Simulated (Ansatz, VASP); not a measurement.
Si2Mo in VASP and in Ansatz

```
Si Mo
1.0
    -1.60078    1.60078    3.91036
     1.60078   -1.60078    3.91036
     1.60078    1.60078   -3.91036
Si Mo
2 1
Direct
  0.33522 0.33522 0.00000
  0.66478 0.66478 0.00000
  0.00000 0.00000 0.00000
```

Alike in both runs: functional r2SCAN; k mesh 18 × 18 × 18; occupations fermi-dirac, width 0.15 eV; no spin polarisation.

Ansatz relaxed the structure, and its values are those at the end. VASP's run is a single point on that final structure, the one shown.

```csv
,VASP,Ansatz
version,VASP 6.6.1,Ansatz 0.2.0
potentials or method,"VASP PAW PBE potentials, release 64 (Si, Mo_sv)","scalar-relativistic, plane waves, PAW"
plane-wave cutoff (eV),520,500
valence electrons in the cell,22,22
```

```tsv
	VASP	Ansatz	Ansatz less VASP
gap on the k mesh at the Fermi level (eV)	none	none	-
pressure (GPa)	0.4	0.0	-0.41
rms of the force components (eV/Å)	0.004	0.000	-0.0038
```

A gap of «none» marks a metal or a gap that the smearing closes. The functional is the same, so the differences come from potentials, cutoffs and numerics.

Caveats: the PAW data sets were made with another functional, which shifts forces and pressure a little (VASP).
